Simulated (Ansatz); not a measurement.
# ZrB2 under changes of volume

One of the cells (10.249 Å³/atom); the others are scaled copies at fixed shape and fractional positions:

```
Zr B
1.0
     3.17000    0.00000    0.00000
    -1.58500    2.74530    0.00000
     0.00000    0.00000    3.53300
Zr B
1 2
Direct
  0.00000 0.00000 0.00000
  0.66667 0.33333 0.50000
  0.33333 0.66667 0.50000
```

| Property | Result |
| --- | --- |
| Program | Ansatz 0.2.0 |
| Functional | revPBE |
| Dispersion | D3(BJ) |
| Potentials or basis | Ansatz PAW |
| Cutoff | 420 eV (not typed: the program's choice for these potentials) |
| k mesh | 10 × 10 × 8 |
| Occupations | fermi-dirac, width 0.05 eV |
| Spin | no spin polarisation |

```tsv
volume (Å³/atom)	energy over the lowest point (meV/atom)	pressure (GPa)
9.634	5.48	7.2
9.839	0.00	1.5
10.044	1.47	-3.7
10.249	?	?
10.454	22.62	-12.5
10.659	41.15	-16.4
10.864	64.32	-19.8
```

What does the run at 10.249 Å³/atom give?

Energy over the lowest point 9.22 meV/atom; pressure -8.3 GPa.

Worked out: A Birch-Murnaghan fit of order 3 (a polynomial in V^(-2/3)) to the other rows has its minimum at 9.90 Å³/atom with B0 = V·E''(V) = 254 GPa and B' = 3.9 at fixed shape and positions, which overstates the stiffness. It gives 9.21 meV/atom at 10.249 Å³/atom, against the run's 9.22, and -dE/dV = -8.3 GPa, against -8.3.

Energies are extrapolated to zero smearing.

Caveats: pairwise dispersion overbinds metals, which lowers pressure and volume; the PAW data sets come from PBE, with cores solved anew for the run's functional, which leaves a small shift of forces and pressure.
